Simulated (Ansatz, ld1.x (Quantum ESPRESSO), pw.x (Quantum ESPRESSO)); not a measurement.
## From atom to crystal: TM potential for Tc (Z = 43)

```json
{
 "Element": "Tc",
 "Generator": "ld1.x (Quantum ESPRESSO) 7.5",
 "Type": "norm-conserving Troullier–Martins (Kleinman–Bylander form)",
 "Functional": "PBE",
 "Relativity": "scalar-relativistic",
 "Frozen core": "[Kr]",
 "Valence charge": "7",
 "Reference configuration": "4d5 5s2 5p0",
 "Partial waves": "5p (bound, empty): rc 2.85 bohr; 4d (bound): rc 1.55 bohr; 5s (bound): rc 2.95 bohr",
 "Local potential": "the s channel",
 "Core correction": "none"
}
```

Crystal test: diamond Tc in pw.x 7.5, no spin, 8³ k-points, Fermi–Dirac smearing 0.01 Ry, cutoffs 75/300 Ry. The reference is all-electron LAPW (Ansatz 0.2.0) with the same functional, mesh and smearing; V0 and B0 come from Birch–Murnaghan fits to the pressures at five volumes. Errors are pseudo minus all-electron; Δ is the rms difference of the E(V) curves that follow from these fits, minima aligned, over ±6 % about the mean V0. Mesh and smearing are coarse, so the numbers serve the comparison and aren't converged zero-temperature values; the lattice is a test structure that the element need not adopt.

```tsv
V (Å³/atom)	P all-electron (GPa)	P pseudo (GPa)
20.207	8.57	18.89
20.739	3.99	13.56
21.271	-0.01	8.87
21.803	-3.52	4.73
22.335	-6.58	1.09
```

All-electron: a0 = 5.541 Å (V0 = 21.27 Å³/atom), B0 = 149.7 GPa.

Pseudopotential: mean pressure error (GPa): +8.94. The pressure does not cross zero within the volumes sampled, so no fit is given. The largest radius (2.95 bohr) exceeds half the bond length (2.27 bohr), so the spheres overlap, which is one possible source of error among others. This is a poor potential for the solid.

**Question.** At the middle volume, how do free energy and pressure move when the wave cutoff is lowered (ecutrho kept at four times it)?

**Answer.**

| cutoff (Ry) | shift of F (meV/atom) | shift of P (GPa) |
| --- | --- | --- |
| 34 | +1606.6 | -49.09 |
| 45 | +181.9 | -8.81 |
| 60 | +2.4 | -0.24 |

The run at the middle volume (29 k-points, 9 iterations) took about 26 s on one core of a shared host (Neoverse-V1, 32 threads, 247 GiB, load 11).
